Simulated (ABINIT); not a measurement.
**Sb: band structure with PBEsol**

Crystal: Sb.

```
CELL_PARAMETERS angstrom
2.15420 1.24373 3.75800
-2.15420 1.24373 3.75800
0.00000 -2.48746 3.75800
ATOMIC_POSITIONS crystal
Sb 0.76651 0.76651 0.76651
Sb 0.23349 0.23349 0.23349
```

* Program: ABINIT 10.8.3 (patched build)
* Task: band structure
* Functional: PBEsol
* Potentials or basis: JTH PAW PBE v2.0
* Cutoff: 517 eV
* k mesh: 8 × 8 × 8
* Occupations: fermi-dirac, width 0.05 eV
* Spin: no spin polarisation
* Fine-grid cutoff: 1034.03 eV

```json
{"Pressure": "-0.2 GPa", "Largest force": "0.115 eV/Å", "Band gap on the k mesh": "none (metal or under the smearing width)", "Valence electrons inside the program's atomic spheres": "Sb 12.43 (radii [1.2705] Å)"}
```

Forces on the atoms (eV/Å):
```
Sb   0.000  0.000 -0.115
Sb   0.000  0.000  0.115
```

Stress tensor (GPa, compression positive):
```
 0.00  0.00  0.00
 0.00  0.00  0.00
 0.00  0.00 -0.57
```

Levels at the corners of the path, in eV from the Fermi level:
| point | band 12 | band 13 | band 14 | band 15 | band 16 | band 17 | band 18 | band 19 |
| --- | --- | --- | --- | --- | --- | --- | --- | --- |
| Γ | -4.91 | -2.13 | -1.86 | -1.86 | 2.00 | 2.62 | 2.62 | 5.06 |
| L | -9.72 | -2.00 | -1.89 | -0.36 | -0.31 | 0.09 | 0.43 | 7.48 |
| B1 | -9.12 | -5.07 | -4.93 | -0.80 | 0.61 | 4.50 | 4.57 | 5.94 |

It took 55 s on 1 thread of Intel(R) Xeon(R) 6975P-C (Granite Rapids), on a shared host, peak memory 0.17 GiB.

Caveat: the PAW data sets were made with another functional, which shifts forces and pressure a little; spin-orbit coupling is left out, which moves the levels of the heavy elements.
